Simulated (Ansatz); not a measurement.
Is this P structure a true minimum?

The cell was found from a structure generator's guess, not taken from experiment.

Level of theory: DFT PBE, scalar-relativistic, plane waves, PAW (Ansatz). Settings: cutoff 420 eV, Γ-centred mesh 22×22×22 on the computed 1-atom cell, Gaussian smearing of 0.10 eV; no spin polarisation.

The cell below (1 atom, space group Pm-3m (No. 221)) is relaxed within its symmetry.

```
P
1.0
     2.44431    0.00000    0.00000
     0.00000    2.44431    0.00000
     0.00000    0.00000    2.44431
P
1
Direct
  0.00000 0.00000 0.00000
```

For the test a repeat of it with 8 atoms (edges 4.89, 4.89, 4.89 Å) was strained at random (σ = 1.5 % a component), the atoms were moved at random (σ = 0.05 Å), and all was relaxed again on a coarse 4×4×4 mesh (in the run’s order of axes) with 0.20 eV smearing, with no symmetry imposed.

Question: Does it come back?

Answer: It doesn't return. The energy falls by 79 meV/atom on that mesh, the volume changes by 12.0 %, and the end has space group R-3m (No. 166) at a loose tolerance. Relaxed again on an 18×18×18 mesh with 0.10 eV smearing, the new structure lies 46 meV/atom below the first (mesh in the axes of the run's cell; the cell below is made exact in the group named). Space group R-3m (No. 166), trigonal, a = 3.481 Å, c = 9.210 Å. Around P lie 3 P at 2.32 Å and 3 P at 2.78 Å.

```
CELL_PARAMETERS angstrom
1.74062 1.00495 3.06987
-1.74062 1.00495 3.06987
0.00000 -2.00990 3.06987
ATOMIC_POSITIONS crystal
P 0.22934 0.22934 0.22934
P 0.77066 0.77066 0.77066
```
